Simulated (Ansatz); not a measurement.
**A convergence test on NaCl (Halite): k mesh of the density**

Wanted: the cheapest k mesh of the density that holds the PBE gap of NaCl (Halite).

Calculated with Ansatz 0.2.0; DFT, PBE, plane waves, PAW.

**1. Starting point**

Symmetry: Fm-3m, No. 225, cubic system. Conventional cell: a = 5.640 Å, b = 5.640 Å, c = 5.640 Å, α = 90.00°, β = 90.00°, γ = 90.00°. Nearest to Na lie 6 Cl at 2.82 Å. Nearest to Cl lie 6 Na at 2.82 Å. Farther neighbours and most contacts between anions are not listed.

The cell and positions come from the Crystallography Open Database and are kept as given unless a step says otherwise. The default PAW set here is soft_2. Its files were made with PBE.

**2. k mesh of the density: 2×2×2**

Contents of input.yaml:

```yaml
crystal:
  lattice:
    - [0.0, 2.82005, 2.82005]
    - [2.82005, 0.0, 2.82005]
    - [2.82005, 2.82005, 0.0]
  atoms:
    - { symbol: Na, position: [0.0, 0.0, 0.0] }
    - { symbol: Cl, position: [0.5, 0.5, 0.5] }
kpoints:
  mp_grid: { grid: [2, 2, 2] }
  band_path:
    path:
      - [0.0, 0.0, 0.0]
      - [0.5, 0.0, 0.5]
      - [0.625, 0.25, 0.625]
      - [0.375, 0.375, 0.75]
      - [0.5, 0.5, 0.5]
      - [0.5, 0.25, 0.75]
    npoints: 1
hamiltonian:
  xc: pbe
scf:
  occupations: { method: fixed }
  n_extra_bands: 4
output:
  eigenvalues: true
```

Run with:

```console
> ansatz run input.yaml --threads 3 --pin off --max-ram 92160MiB --backend cuda --events-out ev --progress --plain --runs-dir out --devices 1 --max-vram 13GiB
```

Numbers of over 12 decimals in the logs are rounded to 6 here.

Output:

```text
scf.n_extra_bands = 4 over 8 filled bands (N_el = 16.0): the run solves 12 bands
GPUs: using 1 of 1 available (devices: 1).
Engine: ansatz 0.2.0, x86_64-unknown-linux-gnu
Pseudopotentials: kind: paw
Pseudopotential: Na, paw, valence charge 9, recommended cutoff 420 eV (normal), Na.paw.azcp
Pseudopotential: Cl, paw, valence charge 7, recommended cutoff 420 eV (normal), Cl.paw.azcp
Functional definition: PBE
  parameter kappa = 0.804
  parameter beta = 0.066725
  exchange = pbe_x(kappa = kappa, mu = beta*pi^2/3)
  correlation = pbe_c(beta = beta)
device memory: the entry about to start is reckoned to put 1.3 GiB on a device that reports 36.9 GiB free (of which the cap on the GPU budget leaves the run 13.0 GiB)
GPU FFT provider: cuFFT
GPU libraries: cuBLAS 13.8.2, cuFFT 12.4.0, cuSOLVER 12.3.4
Crystal: 2 atoms, lattice volume = 44.854 Å³
Basis set: ecut = 420 eV, 893 PW (Γ)
Bands: 12, of which v1, the nominal top of the filled ones, is band 8 counted from 1 (7 counted from 0)
Symmetry: 48 space group operations
Space group: Fm-3m (ITA 225), of the structure as read, at distance tolerance 3.6e-5 Å
k-points: 3 of 8
Non-local potential: Na, projectors of the file, l = 0: 3, l = 1: 2, l = 2: 1
Non-local potential: Cl, projectors of the file, l = 0: 2, l = 1: 2, l = 2: 2
PAW form: soft (Blöchl's): semilocal exchange-correlation on the pseudo side does not see the compensation charge
PAW one-centre angular grid: Na, 110 points (default); XC on 64 Gauss nodes
PAW one-centre angular grid: Cl, 110 points (default); XC on 64 Gauss nodes
Initial density: superposition of atomic densities (neutral atoms: chi_scale 0, normalization atom), corrected by the library's trained network
Initial wavefunctions: pseudopotential atomic-orbital guess
GPU buffer pool allocated for 19683 grid points (all kernels)
GPU transforms: local potential and band sums: pruned to the plane-wave sphere, on 25×27×27
Functional: x = pbe(κ = 0.804, μ = 0.219515), c = pbe(β = 0.066725)
SCF iter   1: F=—  HF=-2569.300035 eV  |F-HF|=—  |Δ(HF+E_count)|=         —  Δρ=4.66e-3  dr2=1.79e-2  ethr=1.77e-3  ⟨swp⟩=4.7  Hψ=180  notcnv=0  defer=2
preconditioner: auto → none  [insulator: Δε(μ)=5.105 eV  Ē_g=21.078 eV  n_scr=14 (ndim 8)  ℏωp=20.7 eV  f_vac=0.033  ε∞_Penn≈2.0]
SCF iter   2: F=—  HF=-2569.294878 eV  |F-HF|=—  |Δ(HF+E_count)|=   5.16e-3  Δρ=1.37e-3  dr2=5.42e-4  ethr=1.12e-4  ⟨swp⟩=2.0  Hψ=75  notcnv=0  defer=4
SCF iter   3: F=—  HF=-2569.295047 eV  |F-HF|=—  |Δ(HF+E_count)|=   1.69e-4  Δρ=5.96e-4  dr2=1.23e-4  ethr=3.39e-6  ⟨swp⟩=2.7  Hψ=53  notcnv=0  defer=4
SCF iter   4: F=—  HF=-2569.295154 eV  |F-HF|=—  |Δ(HF+E_count)|=   1.08e-4  Δρ=7.92e-5  dr2=3.20e-6  ethr=7.72e-7  ⟨swp⟩=2.3  Hψ=54  notcnv=0  defer=4
SCF iter   5: F=—  HF=-2569.295152 eV  |F-HF|=—  |Δ(HF+E_count)|=   2.12e-6  Δρ=1.02e-5  dr2=4.81e-8  ethr=2.00e-8  ⟨swp⟩=2.0  Hψ=46  notcnv=0
SCF iter   6: F=-2569.295152 eV  HF=-2569.295152 eV  |F-HF|=1.41e-9  |Δ(HF+E_count)|=   8.73e-8  Δρ=1.69e-6  dr2=9.44e-10  ethr=3.01e-10  ⟨swp⟩=2.3  Hψ=147  notcnv=0
SCF 1 converged in 6 iterations: F = -2569.295152 eV  dr2 = 9.44e-10
[...]
device memory: the entry about to start is reckoned to put 0.7 GiB on a device that reports 36.7 GiB free (of which the cap on the GPU budget leaves the run 13.0 GiB)
NSCF: frozen V_eff on 6 k-points
SCF converged after 6 iterations
Free energy (F): -2569.295152 eV
Harris-Foulkes:  -2569.295152 eV  (|F-HF|=1.41e-9)
Internal energy: -2569.295152 eV  (E = F + TS)
E sigma→0 (E₀):  -2569.295152 eV
Fermi energy:    1.270524 eV
--- Per-component energies (eV) ---
  E_band       = -233.719300
  E_kinetic    = 284.353303
  E_local      = -1531.097711  (includes V_loc(G=0)·N_el)
  E_nonlocal   = 143.583335
  E_hartree    = 540.080553
  E_xc         = -147.392180
  E_vxc        = -173.775645  (∫ρ·V_xc dr)
  E_paw        = -922.685475  (= ΣΔE_a)
  E_vpaw       = -36.944266  (= ΣTr[D̂ρ^β])
  E_aug_tail   = 0.000072  (compensation charges beyond the density's cutoff)
  E_ewald      = -936.137051
  E_smearing   = -0.000000  (= −TS)
  E_closure    = -0.000000  (closes the sum)
  Σ components = -2569.295152   (vs F -2569.295152, Δ=0.00e0)
--- Band table (eV) ---
  k-point 0: bands = [... 4 lower, -11.3643, 1.2705, 1.2705, 1.2705, 6.2976, 12.2147, 12.2147, 12.2147]
  k-point 1: bands = [... 4 lower, -11.0244, -0.6852, 1.0034, 1.0034, 8.4491, 11.8500, 12.0543, 12.0543]
  k-point 2: bands = [... 4 lower, -10.9742, -0.4164, 0.6634, 0.6634, 8.6611, 9.2394, 12.5596, 15.9589]
```

It took 10 s on 1 × NVIDIA H100 80GB HBM3 (shared by 6 runs) with 3 threads of AMD EPYC 7R13 (Zen 3), shared host; peak memory 0.86 GiB; 3.1 s of CPU time.

In the SCF lines HF is the Harris–Foulkes energy and dr2 the Hartree energy of the density residual, in eV; the loop may stop once dr2 is under the threshold and the program's other checks hold. Hψ counts applications of the Hamiltonian.

This step gave:

```
gap                  : 5.027 eV
valence top at       : Γ
conduction bottom at : Γ
least direct gap     : 5.027 eV
```

The gap is direct, at Γ.

**3. k mesh of the density: 4×4×4**

Edit input.yaml of step 2 so:

```diff
@@ -9,3 +9,3 @@
 kpoints:
-  mp_grid: { grid: [2, 2, 2] }
+  mp_grid: { grid: [4, 4, 4] }
   band_path:
```

Output:

```text
[...]
GPUs: using 1 of 1 available (devices: 1).
[...]
GPU FFT provider: cuFFT
GPU libraries: cuBLAS 13.8.2, cuFFT 12.4.0, cuSOLVER 12.3.4
Crystal: 2 atoms, lattice volume = 44.854 Å³
Basis set: ecut = 420 eV, 893 PW (Γ)
Bands: 12, of which v1, the nominal top of the filled ones, is band 8 counted from 1 (7 counted from 0)
[... 1 set-up line as in the run before ...]
[...]
k-points: 8 of 64
[...]
Fermi energy:    1.106932 eV
[...]
--- Band table (eV; the first three rows and the last of 8) ---
  k-point 0: bands = [... 4 lower, -11.5488, 1.1069, 1.1069, 1.1069, 6.2129, 12.1389, 12.1389, 12.1389]
  k-point 1: bands = [... 4 lower, -11.3867, 0.0124, 0.9715, 0.9715, 7.6823, 11.0805, 12.4107, 12.4107]
  k-point 2: bands = [... 4 lower, -11.2149, -0.8143, 0.8442, 0.8442, 8.3633, 11.7340, 11.9916, 11.9916]
  k-point 7: bands = [... 4 lower, -11.1503, -0.0780, -0.0780, 0.3557, 9.9026, 10.7775, 10.7775, 12.4164]
[key lines of the parts left out:]
SCF converged after 8 iterations
Free energy (F): -2569.550219 eV
```

The job ended after 6.8 s (1 × NVIDIA H100 80GB HBM3 (shared by 6 runs) with 3 threads; peak memory 0.85 GiB).

Numbers from this step:

| Quantity | Value |
| --- | --- |
| gap | 5.106 eV |
| valence top at | Γ |
| conduction bottom at | Γ |
| least direct gap | 5.106 eV |

The gap is 5.106 eV, +0.079 eV from the run before at this level.

**4. k mesh of the density: 8×8×8 (the default)**

input.yaml, the sections that differ from step 3:

```yaml
kpoints:
  mp_grid: { grid: [8, 8, 8] }
  band_path:
    path:
      - [[0.0, 0.0, 0.0], [0.5, 0.0, 0.5], [0.625, 0.25, 0.625]]
      - [[0.375, 0.375, 0.75], [0.0, 0.0, 0.0], [0.5, 0.5, 0.5], [0.5, 0.25, 0.75], [0.5, 0.0, 0.5]]
    npoints: 10
scf:
  occupations: { method: fermi_dirac, width: 0.02 }
  n_extra_bands: 4
output:
  eigenvalues: true
  write_density: true
  write_potential: true
  elf: true
  volumetric_format: npy
# crystal, hamiltonian: as in step 3
```

Output:

```text
[...]
GPUs: using 1 of 1 available (devices: 1).
[...]
GPU FFT provider: cuFFT
GPU libraries: cuBLAS 13.8.2, cuFFT 12.4.0, cuSOLVER 12.3.4
Crystal: 2 atoms, lattice volume = 44.854 Å³
Basis set: ecut = 420 eV, 893 PW (Γ)
Bands: 12, of which v1, the nominal top of the filled ones, is band 8 counted from 1 (7 counted from 0)
[... 1 set-up line as in the run before ...]
[...]
k-points: 29 of 512
[...]
Fermi energy:    3.675351 eV
[...]
--- Band table (eV; the first three rows and the last of 29) ---
  k-point 0: bands = [... 4 lower, -11.5515, 1.1045, 1.1045, 1.1045, 6.2117, 12.1378, 12.1378, 12.1378]
  k-point 1: bands = [... 4 lower, -11.5050, 0.7368, 1.0640, 1.0640, 6.7071, 11.6194, 12.3267, 12.3267]
  k-point 2: bands = [... 4 lower, -11.3894, 0.0103, 0.9692, 0.9692, 7.6809, 11.0791, 12.4096, 12.4096]
  k-point 28: bands = [... 4 lower, -11.1531, -0.0801, -0.0801, 0.3535, 9.9018, 10.7759, 10.7759, 12.4155]
[key lines of the parts left out:]
SCF converged after 8 iterations
Free energy (F): -2569.551937 eV
```

Run time: 6.7 s. Hardware: 1 × NVIDIA H100 80GB HBM3 (shared by 6 runs) with 3 threads; peak memory 0.88 GiB.

This step gave:

```
gap                  : 5.107 eV
valence top at       : Γ
conduction bottom at : Γ
least direct gap     : 5.107 eV
```

The gap is 5.107 eV, +0.001 eV from the run before at this level.

**5. k mesh of the density: 10×10×10**

input.yaml, the sections that differ from step 4:

```yaml
kpoints:
  mp_grid: { grid: [10, 10, 10] }
  band_path:
    path:
      - [0.0, 0.0, 0.0]
      - [0.5, 0.0, 0.5]
      - [0.625, 0.25, 0.625]
      - [0.375, 0.375, 0.75]
      - [0.5, 0.5, 0.5]
      - [0.5, 0.25, 0.75]
    npoints: 1
scf:
  occupations: { method: fixed }
  n_extra_bands: 4
output:
  eigenvalues: true
# crystal, hamiltonian: as in step 4
```

Output:

```text
[...]
GPUs: using 1 of 1 available (devices: 1).
[...]
GPU FFT provider: cuFFT
GPU libraries: cuBLAS 13.8.2, cuFFT 12.4.0, cuSOLVER 12.3.4
Crystal: 2 atoms, lattice volume = 44.854 Å³
Basis set: ecut = 420 eV, 893 PW (Γ)
Bands: 12, of which v1, the nominal top of the filled ones, is band 8 counted from 1 (7 counted from 0)
[... 1 set-up line as in the run before ...]
[...]
k-points: 47 of 1000
[...]
Fermi energy:    1.104547 eV
[...]
--- Band table (eV; the first three rows and the last of 47) ---
  k-point 0: bands = [... 4 lower, -11.5515, 1.1045, 1.1045, 1.1045, 6.2117, 12.1378, 12.1378, 12.1378]
  k-point 1: bands = [... 4 lower, -11.5212, 0.8586, 1.0780, 1.0780, 6.5415, 11.7700, 12.2677, 12.2677]
  k-point 2: bands = [... 4 lower, -11.4405, 0.3070, 1.0101, 1.0101, 7.2936, 11.2216, 12.4472, 12.4472]
  k-point 46: bands = [... 4 lower, -11.1547, -0.2362, 0.0867, 0.3679, 9.7145, 10.2772, 11.2766, 12.6977]
[key lines of the parts left out:]
SCF converged after 8 iterations
Free energy (F): -2569.551936 eV
```

The job ended after 7.5 s (1 × NVIDIA H100 80GB HBM3 (shared by 6 runs) with 3 threads; peak memory 0.86 GiB).

This step gave:

```
gap                  : 5.107 eV
valence top at       : Γ
conduction bottom at : Γ
least direct gap     : 5.107 eV
```

The gap is 5.107 eV, as in the run before at this level.

**6. The series**

Differences are against the last row; a negative gap means that bands overlap, and a run with a band path holds that path's time. Times are wall times on 1 × NVIDIA H100 80GB HBM3 (shared by 6 runs) with 3 threads of AMD EPYC 7R13 (Zen 3), shared host, good to a factor of about two.

```csv
k mesh of the density,gap (eV),direct gap (eV),gap error (eV),energy error (meV/atom),irreducible k,time
2×2×2,5.027,5.027,−0.080,+128.4,3,10 s
4×4×4,5.106,5.106,−0.001,+0.9,8,6.8 s
8×8×8,5.107,5.107,+0.000,+0.0,29,6.7 s
10×10×10,5.107,5.107,+0.000,+0.0,47,7.5 s
```

**7. Results**

- 2×2×2: 5.027 eV
- 4×4×4: 5.106 eV
- 8×8×8: 5.107 eV
- 10×10×10: 5.107 eV

In words: The gap holds to 0.02 eV from 4×4×4 on. At 2×2×2 the gap is off by −0.080 eV and the energy by +128 meV/atom. The gap is read over the mesh and added points near the edges, so meshes differ mainly through the density and, for a hybrid, the exchange operator.

[Paths, hosts, dates, memory and timing lines, banners, echoed tables and standing remarks are left out of the program output.]

[Logs are printed without paths, hosts, clocks, repeated set-up lines and the standing remarks that a program may print on its own settings, such as how far it seeks lower states.]

[Runs of the session that timed out or met a known fault of the program may be left out.]

[Cells called generated may have been cut or substituted from an entry of the Crystallography Open Database or the Materials Project.]

[Hosts, paths, dates, database ids (printed as entryN), source tags and the programs' standing remarks are cut or masked in the printed files.]
